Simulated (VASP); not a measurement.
# Nb in VASP: further runs, part 2 of 2

VASP 6.6.1. Earlier steps stand in the parts before.

## Step 4: Work function, PBEsol

Input file INCAR:

```
SYSTEM = Nb
PREC     = Accurate       ! precision mode
ENCUT    = 520            ! plane-wave cutoff, eV
EDIFF    = 1E-7           ! SCF threshold, eV
ISMEAR   = 1              ! smearing method
SIGMA    = 0.1            ! smearing width, eV
LREAL    = .False.        ! projectors in reciprocal space
LASPH    = .True.         ! aspherical terms in the spheres
NELM     = 80             ! most SCF steps
ALGO     = Normal         ! electronic algorithm
ISIF     = 2              ! what is computed and relaxed
LWAVE    = .False.        ! write WAVECAR
LCHARG   = .True.         ! write CHGCAR
GGA      = PS             ! functional
LVHAR    = .True.       
LVACPOTAV= .True.       
KPAR     = 2
```

Input file KPOINTS:

```
Automatic mesh
0
Gamma
  14 14 1
  0 0 0
```

Input file POSCAR:

```
Nb                                      
1.0
    3.3100000000      0.0000000000      0.0000000000
    1.6550000000      2.3405234500      0.0000000000
    0.0000000000      0.0000000000     33.7241875700
  Nb            
     9
Direct
     0.0000000000000000    1.0000000000000000    0.2270467101916220
     0.5000000000000000    1.0000000000000000    0.2928504506673547
     0.0000000000000000    0.0000000000000000    0.3623773069046406
     0.5000000000000000    1.0000000000000000    0.4310591019935797
     0.0000000000000000    0.0000000000000000    0.5000000000000000
     0.5000000000000000    0.0000000000000000    0.5689408980064202
     0.0000000000000000    1.0000000000000000    0.6376226930953595
     0.5000000000000000    0.0000000000000000    0.7071495493326451
     0.0000000000000000    0.0000000000000000    0.7729532898083710
```

Potentials or basis: VASP PAW PBE potentials, release 64 (Nb_sv).

On the command line:

```
cat potpaw_PBE.64/Nb_sv/POTCAR > POTCAR
mpirun -np 2 vasp_std > vasp.out
```

OUTCAR:

```text
SYSTEM = Nb
   PREC = Accurate
   ENCUT = 520
   EDIFF = 1E-7
   ISMEAR = 1
   LREAL = .False.
   LASPH = .True.
   NELM = 80
   ISIF = 2
   GGA = PS

 ion  position               nearest neighbor table
   1  0.000  0.000  0.227-   2 2.77   2 2.77
   2  0.500  0.000  0.293-   1 2.77   1 2.77   3 2.87   3 2.87
   3  0.000  0.000  0.362-   4 2.85   4 2.85   2 2.87   2 2.87
   4  0.500  0.000  0.431-   3 2.85   3 2.85   5 2.85   5 2.85
   5  0.000  0.000  0.500-   4 2.85   6 2.85   4 2.85   6 2.85
   6  0.500  0.000  0.569-   7 2.85   7 2.85   5 2.85   5 2.85
   7  0.000  0.000  0.638-   6 2.85   6 2.85   8 2.87   8 2.87
   8  0.500  0.000  0.707-   9 2.77   9 2.77   7 2.87   7 2.87
   9  0.000  0.000  0.773-   8 2.77   8 2.77

  LATTYP: Found a base centered orthorhombic cell.
 ALAT       =     3.3100000000
 B/A-ratio  =     1.4142135650
 C/A-ratio  =    10.1885763051

  Lattice vectors:

 A1 = (   1.6550000000,  -2.3405234500,   0.0000000000)
 A2 = (   1.6550000000,   2.3405234500,   0.0000000000)
 A3 = (   0.0000000000,   0.0000000000,  33.7241875700)

Analysis of symmetry for initial positions (statically):
=====================================================================
 Subroutine PRICEL returns:
 Original cell was already a primitive cell.

 Routine SETGRP: Setting up the symmetry group for a
 base centered orthorhombic supercell.

 Subroutine GETGRP returns: Found  8 space group operations
 (whereof  8 operations were pure point group operations)
 out of a pool of  8 trial point group operations.

The static configuration has the point symmetry D_2h.

Analysis of symmetry for dynamics (positions and initial velocities):
=====================================================================
 Subroutine PRICEL returns:
 Original cell was already a primitive cell.

 Routine SETGRP: Setting up the symmetry group for a
 base centered orthorhombic supercell.

[... 145 lines left out ...]
   AEXX    =    0.0000 exact exchange contribution
   IVDW    =     0    specifies the selected vdW correction
   LEPSILON=     F    determine dielectric tensor
   LRPA    =     F    only Hartree local field effects (RPA)
 non-spin polarized calculation
 Methfessel and Paxton  Order N= 1 SIGMA  =   0.10
  energy-cutoff  :      520.00
  volume of cell :      261.27
 maximum number of plane-waves:      7088
 NGX is ok and might be reduce to    28
   NGX = 13   NGY = 11   NGZ =125

 number of electron     117.0000004 magnetization

 Free energy of the ion-electron system (eV)
  ---------------------------------------------------
  ext. energy  EPLUGINS =         0.00000000
  ---------------------------------------------------
  free energy    TOTEN  =       -96.24363001 eV

  energy without entropy =      -96.24400765  energy(sigma->0) =      -96.24375589

 E-fermi :   5.2170     XC(G=0):  -8.4276

 val. band max:        5.2156501683   @ k =   0.0714  -0.0000   0.0000
 cond. band min:       5.2193986908   @ k =   0.5000   0.2143   0.0000
 fundamental gap:      0.0037485225
 Fermi energy:         5.2170021240

 k-point     1 :       0.0000    0.0000    0.0000
  band No.  band energies     occupation
      1     -49.2813      2.00000
      2     -49.2813      2.00000
      3     -49.0325      2.00000
      4     -49.0146      2.00000
      5     -48.9716      2.00000
      6     -48.9216      2.00000
[... 1741 lines left out ...]
     69       7.6701      0.00000
     70       7.7387      0.00000

 [... further k-points ...]

------------------------ aborting loop because EDIFF is reached ----------------------------------------

  FORCE on cell =-STRESS in cart. coord.  units (eV):
  Direction    XX          YY          ZZ          XY          YZ          ZX
  --------------------------------------------------------------------------------------
  -------------------------------------------------------------------------------------
  Total       -7.0494907     -7.3657959     -5.2995798      0.0000000      0.0000000      0.0000000
  in kB      -43.2300598    -45.1697596    -32.4989652      0.0000000      0.0000000      0.0000000
  external PRESSURE =     -40.2995949 kB  Pullay stress =       0.0000000 kB

 VOLUME and BASIS-vectors are now :
 -----------------------------------------------------------------------------
  energy-cutoff  :      520.00
  volume of cell :      261.27
      direct lattice vectors                 reciprocal lattice vectors
     3.310000000  0.000000000  0.000000000     0.302114804 -0.213627426  0.000000000
     1.655000000  2.340523450  0.000000000     0.000000000  0.427254852  0.000000000
     0.000000000  0.000000000 33.724187570     0.000000000  0.000000000  0.029652308

 POSITION                                       TOTAL-FORCE (eV/Angst)
 -----------------------------------------------------------------------------------
      0.00000      0.00000      7.65697        -0.000000      0.000000      0.314616
      1.65500      0.00000      9.87614        -0.000000      0.000000     -0.046380
      0.00000      0.00000     12.22088        -0.000000     -0.000000      0.010657
      1.65500      0.00000     14.53712         0.000000      0.000000     -0.015129
      0.00000      0.00000     16.86209        -0.000000      0.000000      0.000000
      1.65500      0.00000     19.18707         0.000000     -0.000000      0.015129
      0.00000      0.00000     21.50331        -0.000000      0.000000     -0.010657
      1.65500      0.00000     23.84804         0.000000     -0.000000      0.046380
      0.00000      0.00000     26.06722        -0.000000      0.000000     -0.314616
 -----------------------------------------------------------------------------------
    total drift:                                0.000000     -0.000000      0.000000

  FREE ENERGIE OF THE ION-ELECTRON SYSTEM (eV)
  ---------------------------------------------------
  free  energy   TOTEN  =       -96.2436300122 eV

  energy  without entropy=      -96.2440076490  energy(sigma->0) =      -96.24375589
```

stdout:

```text
POSCAR found type information on POSCAR Nb
 POSCAR found :  1 types and       9 ions
 scaLAPACK will be used
 -----------------------------------------------------------------------------
|                                                                             |
|                                                                             |
|     You enforced a specific xc type in the INCAR file but a different       |
|     I HOPE YOU KNOW WHAT YOU ARE DOING!                                     |
|                                                                             |
 -----------------------------------------------------------------------------

 LDA part: xc-table for (Slater+PW92), standard interpolation
 POSCAR, INCAR and KPOINTS ok, starting setup
 FFT: planning ... GRIDC
 FFT: planning ... GRID_SOFT
 FFT: planning ... GRID
 WAVECAR not read
 entering main loop
```

Wall time 21 min (2 MPI ranks of AMD EPYC 9R45 (Zen 5), shared host); peak memory 0.87 GiB.

Results:

```yaml
Free_energy: -96.2436 eV
Largest_force: 0.315 eV/Å
Band_gap_on_the_k_mesh: none (metal or under the smearing width)
```

Forces in eV/Å, atoms in the order of the input:
```
Nb   0.000  0.000  0.315
Nb   0.000  0.000 -0.046
Nb   0.000  0.000  0.011
Nb   0.000  0.000 -0.015
Nb   0.000  0.000  0.000
Nb   0.000  0.000  0.015
Nb   0.000  0.000 -0.011
Nb   0.000  0.000  0.046
Nb   0.000  0.000 -0.315
```

Caveat: the PAW data sets were made with another functional, which shifts forces and pressure a little.

## Step 5: The runs side by side

| level | potentials or basis | gap on the mesh (eV) | largest force (eV/Å) |
| --- | --- | --- | --- |
| PBE | VASP PAW PBE potentials, release 64 (Nb_sv) | none | 0.01 |
| LDA | VASP PAW LDA potentials, release 64 (Nb_sv) | none | 0.51 |
| PBEsol | VASP PAW PBE potentials, release 64 (Nb_sv) | none | 0.31 |

Alike in all rows: task work function; no spin polarisation; cell as given; k mesh 14 × 14 × 1; cutoff (eV) 520; smearing methfessel-paxton 0.1 eV.

Caveats: the PAW data sets were made with another functional, which shifts forces and pressure a little (some runs).

Total energies depend on the potentials used, so only differences within one code and one set of settings carry meaning.
